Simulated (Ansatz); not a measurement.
Crystal: TiH.

```xyz
4
Lattice="2.8776 0.0000 0.0000 -1.4388 2.4921 0.0000 0.0000 0.0000 5.2633" Properties=species:S:1:pos:R:3 pbc="T T T"
Ti    0.0000    0.0000    2.6316
Ti    0.0000    0.0000    0.0000
H     0.0000    1.6614    1.3158
H     1.4388    0.8307    3.9475
```

The cell comes from a database or a generator and needn't be the stable form of this composition.

Base run:

| Property | Result |
| --- | --- |
| Program | Ansatz 0.2.0 |
| Functional | PBEsol |
| Potentials or basis | Ansatz PAW |
| Cutoff | 420 eV (not typed: the program's choice for these potentials) |
| k mesh | 11 × 11 × 5 |
| Occupations | gaussian, width 0.02 eV |
| Spin | no spin polarisation |

Its results: band gap on the k mesh none (metal or under the smearing width); pressure -5.0 GPa.

The run is repeated on the same cell with these changes: functional from PBEsol to LDA. What comes out?

Band gap on the k mesh none (metal or under the smearing width); pressure -9.0 GPa.

LDA binds more tightly than PBEsol, so the same cell stands under less pressure.

Caveats: the PAW data sets come from PBE, with cores solved anew for the run's functional, which leaves a small shift of forces and pressure.
